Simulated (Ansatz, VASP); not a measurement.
## AlN in VASP and in Ansatz

File INCAR:

```
SYSTEM = AlN
ALGO = Normal
EDIFF = 1E-6
ENCUT = 520
GGA = CA
ISIF = 2
ISMEAR = 0
LASPH = .TRUE.
LCHARG = .FALSE.
LREAL = .FALSE.
LWAVE = .FALSE.
NBANDS = 16
NELM = 80
PREC = Accurate
SIGMA = 0.05
```

File KPOINTS:

```
k-points
0
G
  9 9 6
  0 0 0
```

File POSCAR:

```
AlN
1.0
    3.4114792141      0.0000000000      0.0000000000
   -1.7057396070      2.9544276639      0.0000000000
    0.0000000000      0.0000000000      4.3131898900
Al N
2 2
Direct
    0.3333333333      0.6666666667      0.7500000000
    0.6666666667      0.3333333333      0.2500000000
    0.3333333333      0.6666666667      0.2500000000
    0.6666666667      0.3333333333      0.7500000000
```

Input for Ansatz:

```yaml
crystal:
  lattice:
    - [3.4114792141, 0.0, 0.0]
    - [-1.705739607, 2.9544276639, 0.0]
    - [0.0, 0.0, 4.31318989]
  atoms:
    - { symbol: Al, position: [0.3333333333, 0.6666666667, 0.75] }
    - { symbol: Al, position: [0.6666666667, 0.3333333333, 0.25] }
    - { symbol: "N", position: [0.3333333333, 0.6666666667, 0.25] }
    - { symbol: "N", position: [0.6666666667, 0.3333333333, 0.75] }
basis:
  ecutwfc: 420
kpoints:
  mp_grid: { grid: [9, 9, 6] }
hamiltonian:
  xc: lda
scf:
  occupations: { method: gaussian, width: 0.05 }
output:
  forces: true
  stress: true
  eigenvalues: true
```

Change from the starting cell: strain +0.030 along x and y, +0.030 along z, atoms carried along.

Alike in both runs: task single point; functional LDA; k mesh 9 × 9 × 6; occupations gaussian, width 0.05 eV; no spin polarisation.

|  | VASP | Ansatz |
| --- | --- | --- |
| version | VASP 6.6.1 | Ansatz 0.2.0 |
| potentials or method | VASP PAW LDA potentials, release 64 (Al, N) | scalar-relativistic, plane waves, PAW |
| plane-wave cutoff (eV) | 520 | 420 |
| valence electrons in the cell | 16 | 16 |

```tsv
	VASP	Ansatz	Ansatz less VASP
gap on the k mesh at the Fermi level (eV)	2.62	2.61	-0.008
least direct gap on the mesh (eV)	2.62	2.61	-0.008
pressure (GPa)	-22.5	-22.8	-0.33
largest component of the traceless stress (GPa)	1.85	1.99	+0.140
```

Caveats: so large a pressure means that the cell lies far from this level's equilibrium, or that cutoff or potentials fall short (VASP).
